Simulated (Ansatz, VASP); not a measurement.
**One calculation of MgTe, two programs**

```
CELL_PARAMETERS angstrom
4.54000 0.00000 0.00000
-2.27000 3.93176 0.00000
0.00000 0.00000 7.39500
ATOMIC_POSITIONS crystal
Mg 0.33333 0.66667 0.00000
Mg 0.66667 0.33333 0.50000
Te 0.33333 0.66667 0.39028
Te 0.66667 0.33333 0.89028
```

Change from the starting cell: all Te atoms moved -0.150 Å, as atom 3 towards its neighbour atom 1 (Mg) at 2.736 Å.

Alike in both runs: task single point; functional LDA; k mesh 9 × 9 × 4; occupations gaussian, width 0.05 eV; no spin polarisation.

|  | VASP | Ansatz |
| --- | --- | --- |
| version | VASP 6.6.1 | Ansatz 0.2.0 |
| potentials or method | VASP PAW LDA potentials, release 64 (Mg, Te) | scalar-relativistic, plane waves, PAW |
| plane-wave cutoff (eV) | 520 | 420 |
| valence electrons in the cell | 16 | 52 |

Ansatz gave:

```
gap on the k mesh at the Fermi level (eV)       : 2.19
least direct gap on the mesh (eV)               : 2.19
pressure (GPa)                                  : -0.7
largest component of the traceless stress (GPa) : 1.33
rms of the force components (eV/Å)              : 0.199
```

Question: Which values does VASP return?

Answer: gap on the k mesh at the Fermi level (eV): 2.22; least direct gap on the mesh (eV): 2.22; pressure (GPa): -0.7; largest component of the traceless stress (GPa): 1.36; rms of the force components (eV/Å): 0.201.

Atom by atom the forces differ by 0.002 eV/Å (rms over components). The two sets of potentials don't hold the same shells in valence.

Caveats: spin-orbit coupling is left out, which moves the levels of the heavy elements.
